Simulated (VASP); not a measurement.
# Li (I4/mmm) in VASP: a series of runs

One crystal, Li, is run at these levels: PBEsol; tasks: single point.

Program: VASP 6.6.1. These are calculated values, not measurements. Logs are shortened: lines on timing, memory, paths and dates and some standing lists are left out, and cuts for length are marked.

### Step 1. The cell of the first run

The structure is tetragonal, space group I4/mmm (No. 139). Conventional cell: a = 3.114 Å, b = 3.114 Å, c = 4.536 Å, α = 90.00°, β = 90.00°, γ = 90.00°. Li (site symmetry 4/mmm) is surrounded by 12 Li at 3.11 to 3.16 Å.

This isn't the form of Li at room conditions, which is bcc.

### Step 2. Single point, PBEsol (strain +0.000 along x and y, +0.030 along z, atoms carried along)

Input file INCAR:

```
SYSTEM = Li
PREC = Accurate
ENCUT = 520
EDIFF = 1E-7
ISMEAR = 0
SIGMA = 0.15
LREAL = .FALSE.
LASPH = .TRUE.
NELM = 100
ALGO = Normal
ISIF = 2
LWAVE = .FALSE.
LCHARG = .TRUE.
GGA = PS
LELF = .TRUE.
LVHAR = .TRUE.
NBANDS = 8
```

Input file KPOINTS:

```
regular mesh
0
G
  18 18 18
  0 0 0
```

Input file POSCAR:

```
Li
1.0
    0.0000000000      2.2020000000      2.2680600000
    2.2020000000      0.0000000000      2.2680600000
    2.2020000000      2.2020000000      0.0000000000
Li
1
Direct
    0.0000000000      0.0000000000      0.0000000000
```

Potentials or basis: VASP PAW PBE potentials, release 64 (Li_sv).

Started as:

```bash
$ cat potpaw_PBE.64/Li_sv/POTCAR > POTCAR
$ mpirun -np 1 vasp_std > vasp.out
```

OUTCAR:

```text
SYSTEM = Li
   PREC = Accurate
   ENCUT = 520
   EDIFF = 1E-7
   ISMEAR = 0
   LREAL = .FALSE.
   LASPH = .TRUE.
   NELM = 100
   ISIF = 2
   GGA = PS

 ion  position               nearest neighbor table
   1  0.000  0.000  0.000-

  LATTYP: Found a body centered tetragonal cell.
 ALAT       =     3.1140982643
 C/A-ratio  =     1.4566399692

  Lattice vectors:

 A1 = (  -2.2020000000,   0.0000000000,   2.2680600000)
 A2 = (   2.2020000000,   0.0000000000,   2.2680600000)
 A3 = (   0.0000000000,   2.2020000000,  -2.2680600000)

Analysis of symmetry for initial positions (statically):
=====================================================================
 Subroutine PRICEL returns:
 Original cell was already a primitive cell.

 Routine SETGRP: Setting up the symmetry group for a
 body centered tetragonal supercell.

 Subroutine GETGRP returns: Found 16 space group operations
 (whereof 16 operations were pure point group operations)
 out of a pool of 16 trial point group operations.

The static configuration has the point symmetry D_4h.

Analysis of symmetry for dynamics (positions and initial velocities):
=====================================================================
 Subroutine PRICEL returns:
 Original cell was already a primitive cell.

 Routine SETGRP: Setting up the symmetry group for a
 body centered tetragonal supercell.

 Subroutine GETGRP returns: Found 16 space group operations
 (whereof 16 operations were pure point group operations)
 out of a pool of 16 trial point group operations.

The dynamic configuration has the point symmetry D_4h.

 Subroutine INISYM returns: Found 16 space group operations
 (whereof 16 operations are pure point group operations),
 and found     1 'primitive' translations

----------------------------------------------------------------------------------------

                                     Primitive cell

  volume of cell :      21.9948

  direct lattice vectors                    reciprocal lattice vectors
     0.000000000  2.202000000  2.268060000    -0.227066303  0.227066303  0.220452722
     2.202000000  0.000000000  2.268060000     0.227066303 -0.227066303  0.220452722
     2.202000000  2.202000000  0.000000000     0.227066303  0.227066303 -0.220452722

  length of vectors
     3.161154878  3.161154878  3.114098264     0.389509454  0.389509454  0.389509454

  position of ions in fractional coordinates (direct lattice)
     0.000000000  0.000000000  0.000000000

  ion indices of the primitive-cell ions
   primitive index   ion index
                 1           1

----------------------------------------------------------------------------------------

 KPOINTS: regular mesh

Automatic generation of k-mesh.
 Grid dimensions read from file:
 generate k-points for:   18   18   18

 Generating k-lattice:

  Cartesian coordinates                     Fractional coordinates (reciprocal lattice)
    -0.012614795  0.012614795  0.012247373     0.055555556  0.000000000  0.000000000
     0.012614795 -0.012614795  0.012247373     0.000000000  0.055555556  0.000000000
     0.012614795  0.012614795 -0.012247373    -0.000000000 -0.000000000  0.055555556

  Length of vectors
     0.021639414  0.021639414  0.021639414

  Shift w.r.t. Gamma in fractional coordinates (k-lattice)
     0.000000000  0.000000000  0.000000000

 Subroutine IBZKPT returns following result:
 ===========================================

 Found    480 irreducible k-points:

 Following reciprocal coordinates:
            Coordinates               Weight
  0.000000  0.000000  0.000000      1.000000
  0.055556  0.000000  0.000000      8.000000
  0.111111  0.000000  0.000000      8.000000
  0.166667  0.000000  0.000000      8.000000
  0.222222  0.000000  0.000000      8.000000
  0.277778  0.000000  0.000000      8.000000
[... 16 lines left out ...]
 -0.277778  0.055556  0.000000      8.000000
 -0.222222  0.055556  0.000000      8.000000
 [... further k-points ...]
   k-points           NKPTS =    480   k-points in BZ     NKDIM =    480   number of bands    NBANDS=      8
   number of dos      NEDOS =    301   number of ions     NIONS =      1
   total plane-waves  NPLWV =  13824
   dimension x,y,z NGX =    24 NGY =   24 NGZ =   24
   dimension x,y,z NGXF=    48 NGYF=   48 NGZF=   48
   ions per type =               1
   NGX,Y,Z   is equivalent  to a cutoff of  12.62, 12.62, 12.81 a.u.
   NGXF,Y,Z  is equivalent  to a cutoff of  25.24, 25.24, 25.62 a.u.
 SYSTEM =  Li
   PREC   = accura    normal or accurate (medium, high low for compatibility)
   ISTART =      0    job   : 0-new  1-cont  2-samecut
   ICHARG =      2    charge: 1-file 2-atom 10-const
   ISPIN  =      1    spin polarized calculation?
   LNONCOLLINEAR =      F non collinear calculations
   LSORBIT =      F    spin-orbit coupling
   LASPH  =      T    aspherical Exc in radial PAW
   ENCUT  =  520.0 eV  38.22 Ry    6.18 a.u.   5.88  5.88  5.79*2*pi/ulx,y,z
   NELM   =    100;   NELMIN=  2; NELMDL= -5     # of ELM steps
   EDIFF  = 0.1E-06   stopping-criterion for ELM
   LREAL  =      F    real-space projection
[... 7 lines left out ...]
   TEBEG  =    0.0;   TEEND  =   0.0 temperature during run
   PSTRESS=    0.0 pullay stress
   NELECT =       3.0000    total number of electrons
   NUPDOWN=      -1.0000    fix difference up-down
   EMIN   =  10.00;   EMAX   =-10.00  energy-range for DOS
   EFERMI =   0.00;   METHOD = LEGACY
   ISMEAR =     0;   SIGMA  =   0.15  broadening in eV -4-tet -1-fermi 0-gaus
   EFERMI_NEDOS =   21; number of points for ismear=-14 and -15
   IALGO  =     38    algorithm
   IMIX   =      4    mixing-type and parameters
     AMIX     =   0.40;   BMIX     =  1.00
     AMIX_MAG =   1.60;   BMIX_MAG =  1.00
  volume/ion in A,a.u.               =      21.99       148.43
  Fermi-wavevector in a.u.,A,eV,Ry     =   0.842705  1.592481  9.662199  0.710152
  Thomas-Fermi vector in A             =   1.957454
   LORBIT       =      0    0 simple, 1 ext, 2 COOP (PROOUT), +10 PAW based schemes
   GGA     = PS    functional components
   LHFCALC =     F    Hartree Fock is set to
   AEXX    =    0.0000 exact exchange contribution
   IVDW    =     0    specifies the selected vdW correction
   LEPSILON=     F    determine dielectric tensor
   LRPA    =     F    only Hartree local field effects (RPA)
 non-spin polarized calculation
 Gauss-broadening in eV      SIGMA  =   0.15
  energy-cutoff  :      520.00
  volume of cell :       21.99
 maximum number of plane-waves:       612
   NGX = 11   NGY = 11   NGZ = 11

 number of electron       3.0000008 magnetization

 Free energy of the ion-electron system (eV)
  ---------------------------------------------------
  ext. energy  EPLUGINS =         0.00000000
  ---------------------------------------------------
  free energy    TOTEN  =        -1.96540629 eV

  energy without entropy =       -1.96050713  energy(sigma->0) =       -1.96295671

 E-fermi :   0.4151     XC(G=0):  -6.8215

 val. band max:        0.3811732983   @ k =   0.4444   0.3889   0.0556
 cond. band min:       0.4261624169   @ k =   0.5000   0.0000   0.0000
 fundamental gap:      0.0449891185
 Fermi energy:         0.4151393966

 k-point     1 :       0.0000    0.0000    0.0000
  band No.  band energies     occupation
      1     -45.6461      2.00000
      2      -3.0390      2.00000
      3      13.9782      0.00000
      4      13.9783      0.00000
      5      14.0023      0.00000
      6      17.6396      0.00000
      7      17.7410      0.00000
      8      17.7410      0.00000

 k-point     2 :       0.0556    0.0000    0.0000
  band No.  band energies     occupation
      1     -45.6457      2.00000
      2      -2.9856      2.00000
      3      13.3984      0.00000
      4      13.8575      0.00000
      5      13.8706      0.00000
      6      17.1186      0.00000
      7      17.8930      0.00000
      8      17.9482      0.00000

 k-point     3 :       0.1111    0.0000    0.0000
  band No.  band energies     occupation
      1     -45.6445      2.00000
      2      -2.8253      2.00000
      3      12.0081      0.00000
      4      13.5332      0.00000
      5      13.6142      0.00000
      6      16.9367      0.00000
      7      18.3888      0.00000
      8      18.4656      0.00000

 k-point     4 :       0.1667    0.0000    0.0000
  band No.  band energies     occupation
      1     -45.6427      2.00000
      2      -2.5578      2.00000
      3      10.3731      0.00000
      4      13.1600      0.00000
      5      13.3192      0.00000
      6      17.0831      0.00000
      7      18.5580      0.00000
      8      18.9606      0.00000

 k-point     5 :       0.2222    0.0000    0.0000
  band No.  band energies     occupation
      1     -45.6404      2.00000
      2      -2.1844      2.00000
      3       8.7386      0.00000
      4      12.8173      0.00000
      5      13.0550      0.00000
      6      17.3261      0.00000
      7      18.0078      0.00000
      8      18.7925      0.00000
[... 177 lines left out ...]
 k-point    22 :      -0.3333    0.0556    0.0000
  band No.  band energies     occupation
      1     -45.6350      2.00000
      2      -0.8644      2.00000
      3       5.3204      0.00000
      4      11.4584      0.00000
      5      13.0273      0.00000
      6      16.2409      0.00000
      7      16.9884      0.00000
      8      18.4685      0.00000

 k-point    23 :      -0.2778    0.0556    0.0000
  band No.  band energies     occupation
      1     -45.6370      2.00000
      2      -1.4650      2.00000
      3       6.6869      0.00000
      4      11.5601      0.00000
      5      13.2917      0.00000
      6      16.7998      0.00000
      7      17.4753      0.00000
      8      18.6472      0.00000

 k-point    24 :      -0.2222    0.0556    0.0000
  band No.  band energies     occupation
      1     -45.6393      2.00000
      2      -1.9773      2.00000
      3       8.1906      0.00000
      4      11.7685      0.00000
      5      13.5556      0.00000
      6      17.1613      0.00000
      7      18.1105      0.00000
      8      18.6164      0.00000

 [... further k-points ...]
[... 5 lines left out ...]
  --------------------------------------------------------------------------------------
  -------------------------------------------------------------------------------------
  Total       -0.1437699     -0.1437699     -0.1651362      0.0000000      0.0000000      0.0000000
  in kB      -10.4727163    -10.4727163    -12.0291167      0.0000000      0.0000000      0.0000000
  external PRESSURE =     -10.9915164 kB  Pullay stress =       0.0000000 kB

 VOLUME and BASIS-vectors are now :
 -----------------------------------------------------------------------------
  energy-cutoff  :      520.00
  volume of cell :       21.99
      direct lattice vectors                 reciprocal lattice vectors
     0.000000000  2.202000000  2.268060000    -0.227066303  0.227066303  0.220452722
     2.202000000  0.000000000  2.268060000     0.227066303 -0.227066303  0.220452722
     2.202000000  2.202000000  0.000000000     0.227066303  0.227066303 -0.220452722

 POSITION                                       TOTAL-FORCE (eV/Angst)
 -----------------------------------------------------------------------------------
      0.00000      0.00000      0.00000         0.000000     -0.000000      0.000000
 -----------------------------------------------------------------------------------
    total drift:                               -0.000000      0.000000     -0.000000

  FREE ENERGIE OF THE ION-ELECTRON SYSTEM (eV)
  ---------------------------------------------------
  free  energy   TOTEN  =        -1.9654062922 eV

  energy  without entropy=       -1.9605071316  energy(sigma->0) =       -1.96295671
```

It took 33 s on 1 thread of Intel Xeon Platinum 8488C (Sapphire Rapids), shared host; peak memory 0.17 GiB.

What came out:

```
Free energy            : -1.9654 eV
Band gap on the k mesh : none (metal or under the smearing width)
```

Levels at points of the mesh, in eV from the Fermi level:
```
           k point  band 1  band 2  band 3  band 4  band 5
(0.00, 0.00, 0.00)  -46.06   -3.45   13.56   13.56   13.59
(0.50, 0.00, 0.00)  -46.05    0.01    2.67   11.68   12.18
(0.50, 0.50, 0.00)  -46.04    1.23    4.17    8.26    8.26
(0.50, 0.00, 0.50)  -46.04    1.59    4.55    7.79    7.93
```

Caveat: the cutoff is under 1.25 times the usual one of these potentials, so pressure, stress and relaxed cells hold a basis-set (Pulay) error; the PAW data sets were made with another functional, which shifts forces and pressure a little.

### Step 3. Single point, PBEsol (strain -0.030 along x and y, -0.030 along z, atoms carried along)

Input file INCAR:

```
SYSTEM = Li
ALGO = Fast
EDIFF = 1E-7
ENCUT = 520
GGA = PS
ISIF = 2
ISMEAR = 0
LASPH = .TRUE.
LCHARG = .FALSE.
LREAL = .FALSE.
LWAVE = .FALSE.
NBANDS = 8
NELM = 100
PREC = Accurate
SIGMA = 0.15
```

Input file KPOINTS:

```
k-points
0
G
  18 18 18
  0 0 0
```

Input file POSCAR:

```
Li
1.0
    0.0000000000      2.1359400000      2.1359400000
    2.1359400000      0.0000000000      2.1359400000
    2.1359400000      2.1359400000      0.0000000000
Li
1
Direct
    0.0000000000      0.0000000000      0.0000000000
```

Potentials or basis: VASP PAW PBE potentials, release 64 (Li_sv).

Started as:

```bash
$ cat potpaw_PBE.64/Li_sv/POTCAR > POTCAR
$ mpirun -np 1 vasp_std > vasp.out
```

Wall time 18 s (1 thread of Intel Xeon Platinum 8488C (Sapphire Rapids), shared host); peak memory 0.14 GiB.

It converged, with:

| Item | Value |
| --- | --- |
| Free energy | -1.9699 eV |
| Band gap on the k mesh | none (metal or under the smearing width) |

Levels at points of the mesh, in eV from the Fermi level:
| k point | band 1 | band 2 | band 3 | band 4 | band 5 | band 6 | band 7 |
| --- | --- | --- | --- | --- | --- | --- | --- |
| (0.00, 0.00, 0.00) | -45.85 | -3.61 | 14.77 | 14.77 | 14.77 | 18.68 | 18.68 |
| (0.50, 0.00, 0.00) | -45.83 | -0.04 | 3.06 | 12.99 | 12.99 | 16.97 | 16.97 |
| (0.50, 0.50, 0.00) | -45.83 | 1.55 | 4.85 | 8.66 | 8.66 | 10.87 | 15.94 |

Caveat: the cutoff is under 1.25 times the usual one of these potentials, so pressure, stress and relaxed cells hold a basis-set (Pulay) error; the PAW data sets were made with another functional, which shifts forces and pressure a little.

(Part 1 of 2 ends here.)
